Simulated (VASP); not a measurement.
# BP (F-43m) in VASP: notebook, part 3 of 3

VASP 6.6.1.

## 6. G0W0 quasiparticle levels, PBE

File POSCAR:

```
BP
1.0
    0.0000000000      2.2690000000      2.2690000000
    2.2690000000      0.0000000000      2.2690000000
    2.2690000000      2.2690000000      0.0000000000
P B
1 1
Direct
    0.7500000000      0.7500000000      0.7500000000
    0.0000000000      0.0000000000      0.0000000000
```

File INCAR.step1:

```
PREC = Accurate ; ENCUT = 450
EDIFF = 1E-8 ; ISMEAR = 0
SIGMA = 0.01 ; LREAL = False
LASPH = True ; NELM = 80
ALGO = Normal ; LWAVE = True
LCHARG = False ; GGA = PE
```

File INCAR.step2:

```
PREC = Accurate ; ENCUT = 450
EDIFF = 1E-8 ; ISMEAR = 0
SIGMA = 0.01 ; LREAL = False
LASPH = True ; NELM = 1
ALGO = Exact ; LWAVE = True
LCHARG = False ; GGA = PE
NBANDS = 32 ; LOPTICS = True
ISTART = 1
```

File INCAR.step3:

```
PREC = Accurate ; ENCUT = 450
EDIFF = 1E-8 ; ISMEAR = 0
SIGMA = 0.01 ; LREAL = False
LASPH = True ; ALGO = EVGW0
LWAVE = False ; LCHARG = False
GGA = PE ; NELMGW = 1
NBANDS = 32 ; ENCUTGW = 150
NOMEGA = 72 ; PRECFOCK = Fast
ISTART = 1 ; NBANDSGW = 12
```

File KPOINTS:

```
Automatic mesh
0
Gamma
  3 3 3
```

Potentials or basis: VASP PAW PBE potentials, release 64 (P_GW, B_GW).

Started as:

```
$ cat potpaw_PBE.64/P_GW/POTCAR potpaw_PBE.64/B_GW/POTCAR > POTCAR
$ cp INCAR.step1 INCAR
$ mpirun -np 1 vasp_std > vasp.out
$ cp INCAR.step2 INCAR
$ mpirun -np 1 vasp_std > vasp.out
$ cp INCAR.step3 INCAR
$ mpirun -np 1 vasp_std > vasp.out
```

OUTCAR:

```text
PREC = Accurate
   ENCUT = 450
   EDIFF = 1E-8
   ISMEAR = 0
   LREAL = False
   LASPH = True
   GGA = PE
   NELMGW = 1
   ENCUTGW = 150
   PRECFOCK = Fast
   ISTART = 1

 Found      4 irreducible k-points:

 Following reciprocal coordinates:
            Coordinates               Weight
  0.000000  0.000000  0.000000      1.000000
[... 86 lines left out ...]
      2       7.2423       7.1128     -13.4958     -13.3323     -15.6940       0.7916       2.0000       0.0401
      3       7.2423       7.1128     -13.4958     -13.3323     -15.6940       0.7916       2.0000       0.0401
      4       7.2423       7.1128     -13.4958     -13.3323     -15.6940       0.7916       2.0000       0.0401
      5      10.5996      11.3099     -11.1571     -12.0587      -6.6990       0.7878       0.0000      -0.0713
      6      10.5996      11.3099     -11.1571     -12.0587      -6.6990       0.7878       0.0000      -0.0713
      7      10.5996      11.3099     -11.1571     -12.0587      -6.6990       0.7878       0.0000      -0.0713
      8      14.6211      15.3781     -11.7640     -12.7388      -5.8616       0.7765       0.0000      -0.2125
      9      18.7364      18.8525      -9.1968      -9.3455      -3.2088       0.7809       0.0000      -0.3389
     10      19.2001      20.0935     -10.5807     -11.7529      -4.8887       0.7621       0.0000      -0.2328
     11      19.2001      20.0935     -10.5807     -11.7529      -4.8887       0.7621       0.0000      -0.2328
     12      22.8563      23.3095      -9.2968      -9.8669      -2.7229       0.7949       0.0000      -0.7213
[... 36 lines left out ...]
      1      -3.8247      -4.2639     -13.3053     -12.7142     -19.3027       0.7430       2.0000       0.6794
      2      -0.6121      -1.1144     -13.1823     -12.5124     -17.8964       0.7498       2.0000       0.3531
      3       0.8718       0.4246     -12.2160     -11.6314     -15.7545       0.7649       2.0000       0.1722
      4       4.1665       3.8674     -13.0808     -12.6946     -16.0028       0.7745       2.0000       0.0719
      5       9.8351      10.3098     -10.3107     -10.9091      -5.8143       0.7932       0.0000      -0.0651
      6      15.4335      16.1075     -10.7254     -11.5956      -5.2861       0.7745       0.0000      -0.1843
      7      15.7422      16.6572     -11.1660     -12.3392      -5.3371       0.7799       0.0000      -0.2518
      8      16.9753      17.8070     -11.3951     -12.4877      -5.3046       0.7612       0.0000      -0.2827
      9      17.6280      18.4380     -11.0839     -12.1376      -5.1107       0.7687       0.0000      -0.2822
     10      18.8698      19.6218     -10.4256     -11.3649      -4.7725       0.8007       0.0000      -0.3221
     11      25.9044      26.7178     -10.9890     -12.0791      -3.4867       0.7461       0.0000      -0.8539
     12      27.2862      27.7379      -9.5759     -10.1504      -2.6179       0.7862       0.0000      -0.9169
```

OUTCAR.step1:

```text
PREC = Accurate
   ENCUT = 450
   EDIFF = 1E-8
   ISMEAR = 0
   LREAL = False
[... 152 lines left out ...]
      3.40350      3.40350      3.40350        -0.000000     -0.000000      0.000000
      0.00000      0.00000      0.00000         0.000000      0.000000     -0.000000
 -----------------------------------------------------------------------------------
    total drift:                               -0.000000     -0.000000     -0.000000

  FREE ENERGIE OF THE ION-ELECTRON SYSTEM (eV)
  ---------------------------------------------------
  free  energy   TOTEN  =       -12.2920936089 eV

  energy  without entropy=      -12.2920936089  energy(sigma->0) =      -12.29209361
```

OUTCAR.step2:

```text
PREC = Accurate
   ENCUT = 450
   EDIFF = 1E-8
   ISMEAR = 0
   LREAL = False
[... 518 lines left out ...]
     0.00000    18.75107    18.75107    18.75107    -0.00000    -0.00000     0.00000
     0.86706    19.34132    19.34132    19.34132    -0.00000    -0.00000     0.00000
     1.73411    21.51126    21.51126    21.51126    -0.00000    -0.00000     0.00000
     2.60117    27.74052    27.74052    27.74052    -0.00000    -0.00000     0.00000
     3.46822    -7.26197    -7.26197    -7.26197    -0.00000    -0.00000     0.00000
     4.33528    34.97804    34.97804    34.97804    -0.00000    -0.00000     0.00000
[... 92 lines left out ...]
    84.97140     0.91357     0.91357     0.91357     0.00000     0.00000    -0.00000
    85.83846     0.91537     0.91537     0.91537     0.00000     0.00000    -0.00000
```

Wall time 13 s (1 thread of Intel Xeon Platinum 8375C at 2.90GHz (Ice Lake), shared host); peak memory 0.16 GiB.

The run converged, but some of its settings lie outside the range that counts as converged, so its numbers aren't taken as properties of the crystal.

What came out:

* Band gap on the k mesh, mean-field level: 1.34 eV, indirect (least direct gap 3.36 eV)
* Quasiparticle gap: 1.92 eV
* Least direct quasiparticle gap: 4.20 eV

Caveat: the k mesh is coarse (spacing up to 0.80 Å⁻¹), so the values aren't converged; bands, screening cutoff and mesh are small and nothing is extrapolated, so the quasiparticle values aren't converged; an odd mesh through Γ misses points on the zone boundary, where band edges often lie.
